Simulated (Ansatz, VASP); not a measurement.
**NbSn in VASP and in Ansatz**

The input INCAR:

```
SYSTEM = NbSn
ALGO = Normal
EDIFF = 1E-6
ENCUT = 520
GGA = PE
ISIF = 2
ISMEAR = -1
LASPH = .TRUE.
LCHARG = .FALSE.
LREAL = .FALSE.
LWAVE = .FALSE.
NBANDS = 35
NELM = 60
PREC = Accurate
SIGMA = 0.05
```

Contents of KPOINTS:

```
k-points
0
G
  8 8 5
  0 0 0
```

The input POSCAR:

```
NbSn
1.0
    4.0543587400      0.0000000000      0.0000000000
   -2.0271793700      3.5111776700      0.0000000000
    0.0000000000      0.0000000000      5.5622700900
Nb Sn
2 2
Direct
    0.0000000000      0.0000000000      0.0000000000
    0.0000000000      0.0000000000      0.5000000000
    0.3333333300      0.6666666700      0.2500000000
    0.6666666700      0.3333333300      0.7500000000
```

The input input.yaml:

```yaml
crystal:
  lattice:
    - [4.05435874, 0.0, 0.0]
    - [-2.02717937, 3.51117767, 0.0]
    - [0.0, 0.0, 5.56227009]
  atoms:
    - { symbol: Nb, position: [0.0, 0.0, 0.0] }
    - { symbol: Nb, position: [0.0, 0.0, 0.5] }
    - { symbol: Sn, position: [0.33333333, 0.66666667, 0.25] }
    - { symbol: Sn, position: [0.66666667, 0.33333333, 0.75] }
kpoints:
  mp_grid: { grid: [8, 8, 5] }
scf:
  occupations: { method: fermi_dirac, width: 0.05 }
hamiltonian:
  xc: pbe
  pseudopotentials: { kind: all_electron, lapw: { basis_error: 0.001 } }
output:
  forces: true
  stress: true
  eigenvalues: true
  populations: true
```

The cell was built by a generator and needn't be a form met in nature.

Alike in both runs: task single point; functional PBE; k mesh 8 × 8 × 5; occupations fermi-dirac, width 0.05 eV; no spin polarisation.

|  | VASP | Ansatz |
| --- | --- | --- |
| version | VASP 6.6.1 | Ansatz 0.2.0 |
| potentials or method | VASP PAW PBE potentials, release 64 (Nb_sv, Sn_d) | all-electron LAPW, scalar-relativistic |
| plane-wave cutoff (eV) | 520 | see its input |

Ansatz gave:

```
gap on the k mesh at the Fermi level (eV)       : none
pressure (GPa)                                  : 27.2
largest component of the traceless stress (GPa) : 8.75
```

**Question.** What did VASP give for the same quantities?

**Answer.** gap on the k mesh at the Fermi level (eV): none; pressure (GPa): 27.1; largest component of the traceless stress (GPa): 8.72.

A gap of «none» marks a metal or a gap that the smearing closes. Ansatz ran all-electron here, so the differences hold the error of VASP's frozen core and of both bases.

Caveats: so large a pressure means that the cell lies far from this level's equilibrium, or that cutoff or potentials fall short.
